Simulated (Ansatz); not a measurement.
# Sb: the cost of one run

Method: DFT, at the level named in each step, in Ansatz 0.2.0.

## (1) The structure to begin with

Symmetry: R-3m, No. 166, trigonal system. Conventional cell: a = 4.301 Å, b = 4.301 Å, c = 11.232 Å, α = 90.00°, β = 90.00°, γ = 120.00°. Sb (site symmetry 3m) has 3 Sb at 2.90 Å in its first shell of neighbours.

As a file:

```cif
data_structure
_symmetry_space_group_name_H-M 'P 1'
_symmetry_Int_Tables_number 1
_cell_length_a 4.4927
_cell_length_b 4.4927
_cell_length_c 4.4927
_cell_angle_alpha 57.200
_cell_angle_beta 57.200
_cell_angle_gamma 57.200
_cell_volume 59.99
loop_
_atom_site_label
_atom_site_type_symbol
_atom_site_fract_x
_atom_site_fract_y
_atom_site_fract_z
_atom_site_occupancy
Sb1 Sb 0.23364 0.23364 0.23364 1
Sb2 Sb 0.76636 0.76636 0.76636 1
```

The geometry is a database entry used as it stands. It may stem from high pressure or temperature, or be incomplete, so it serves as a test cell.

Atoms are numbered in the order of the input: Sb1, Sb2.

## (2) No relativity, LAPW

Input file input.yaml:

```yaml
crystal:
  lattice:
    - [2.150600332, 1.2416496806, 3.744]
    - [-2.150600332, 1.2416496806, 3.744]
    - [0.0, -2.4832993611, 3.744]
  atoms:
    - { symbol: Sb, position: [0.23364, 0.23364, 0.23364] }
    - { symbol: Sb, position: [0.76636, 0.76636, 0.76636] }
kpoints:
  mp_grid: { grid: [9, 9, 9] }
  band_path:
    path:
      - [0.0, 0.0, 0.0]
      - [0.5, 0.5, 0.5]
      - [0.7600111779, 0.2399888221, 0.5]
      - [0.5, -0.2399888221, 0.2399888221]
      - [0.5, 0.0, 0.0]
      - [0.0, 0.0, 0.0]
      - [0.369994411, -0.369994411, 0.0]
      - [0.630005589, 0.0, 0.369994411]
      - [0.5, 0.0, 0.5]
    npoints: 5
scf:
  occupations: { method: fermi_dirac, width: 0.05 }
hamiltonian:
  xc: pbe
  pseudopotentials:
    kind: all_electron
    lapw: { basis_error: 0.0005 }
    relativity: none
output:
  forces: true
  stress: true
  eigenvalues: true
```

Run with:

```sh
ansatz run input.yaml --threads 1 --pin off --max-ram 2048MiB --backend cpu --events-out ev --progress --plain --runs-dir out
```

What time and memory should one allow on 1 thread of AMD EPYC 9R45 (Zen 5), shared host?

About 11 s, with a peak of 0.5 GiB.
